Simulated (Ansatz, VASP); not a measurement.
BN in VASP and in Ansatz

```
B N
1.0
     2.46370    0.00000    0.00000
    -1.23185    2.13362    0.00000
     0.00000    0.00000    7.09052
B N
2 2
Direct
  0.33333 0.66667 0.25000
  0.66667 0.33333 0.75000
  0.33333 0.66667 0.75000
  0.66667 0.33333 0.25000
```

Alike in both runs: task single point; functional PBEsol; k mesh 12 × 12 × 4; occupations gaussian, width 0.05 eV; no spin polarisation.

|  | VASP | Ansatz |
| --- | --- | --- |
| version | VASP 6.6.1 | Ansatz 0.2.0 |
| potentials or method | VASP PAW PBE potentials, release 64 (B, N) | scalar-relativistic, plane waves, PAW |
| plane-wave cutoff (eV) | 520 | 520 |
| valence electrons in the cell | 16 | 16 |

|  | VASP | Ansatz | Ansatz less VASP |
| --- | --- | --- | --- |
| gap on the k mesh at the Fermi level (eV) | 4.36 | 4.36 | +0.007 |
| least direct gap on the mesh (eV) | 4.72 | 4.72 | +0.003 |
| pressure (GPa) | 12.2 | 11.7 | -0.45 |
| largest component of the traceless stress (GPa) | 12.34 | 11.72 | -0.618 |

The functional is the same, so the differences come from potentials, cutoffs and numerics. Ansatz warned: «pseudo_functional_mismatch».

Caveats: the PAW data sets were made with another functional, which shifts forces and pressure a little (VASP); this functional lacks dispersion, which binds the layers, so the pressure and a relaxed spacing across them are unreliable. A k mesh can miss the band edges.
